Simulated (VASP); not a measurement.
Set up this calculation in VASP 6.6.1, as the native input.

- Task: relaxation of cell and atoms
- Functional: PBE
- Potentials or basis: VASP PAW PBE potentials, release 64 (Cu)
- Cutoff: 520 eV
- k mesh: 4 × 4 × 4
- Occupations: gaussian, width 0.1 eV
- Spin: no spin polarisation
- Further INCAR settings: ALGO = Normal; EDIFF = 1e-07; IBRION = 2; EDIFFG = -0.002; NSW = 80; ISIF = 3

The structure of Cu lies in POSCAR:

```
Cu
1.0
    0.0000000000      1.8075000000      1.8075000000
    1.8075000000      0.0000000000      1.8075000000
    1.8075000000      1.8075000000      0.0000000000
Cu
1
Direct
    0.0000000000      0.0000000000      0.0000000000
```

These files were run (other wordings do the same):

INCAR

```
PREC     = Accurate       # precision mode
ENCUT    = 520            # plane-wave cutoff, eV
EDIFF    = 1E-7           # SCF threshold, eV
ISMEAR   = 0              # smearing method
SIGMA    = 0.1            # smearing width, eV
LREAL    = F              # projectors in reciprocal space
LASPH    = T              # aspherical terms in the spheres
NELM     = 100            # most SCF steps
ALGO     = Normal         # electronic algorithm
ISIF     = 3              # what is computed and relaxed
LWAVE    = F              # write WAVECAR
LCHARG   = F              # write CHGCAR
GGA      = PE             # functional
IBRION   = 2              # ionic algorithm
NSW      = 80             # ionic steps
EDIFFG   = -0.002         # ionic threshold
```

KPOINTS

```
regular mesh
0
Gamma
  4 4 4
```

Potentials or basis: VASP PAW PBE potentials, release 64 (Cu).

Run with:

```sh
$ cat potpaw_PBE.64/Cu/POTCAR > POTCAR
$ mpirun -np 1 vasp_std > vasp.out
```

Results of the run:

```yaml
Relaxed_volume: 12.12 Å³/atom
Relaxed_cell: a = 2.578 Å, b = 2.578 Å, c = 2.578 Å, α = 60.00°, β = 60.00°, γ = 60.00°
Space_group_after_relaxing_to_0.05_Å: Fm-3m (No. 225)
Energy_gained_by_relaxing: 3.7 meV/atom
Ionic_steps: 3
Pressure_after_relaxing: 0.0 GPa
Band_gap_on_the_k_mesh: none (metal or under the smearing width)
```

Caveat: the k mesh is coarse (spacing up to 0.75 Å⁻¹), so the values aren't converged.

Wall time 3 s on 1 thread of Intel(R) Xeon(R) 6975P-C (Granite Rapids), with other jobs on the host, peak memory 0.12 GiB.
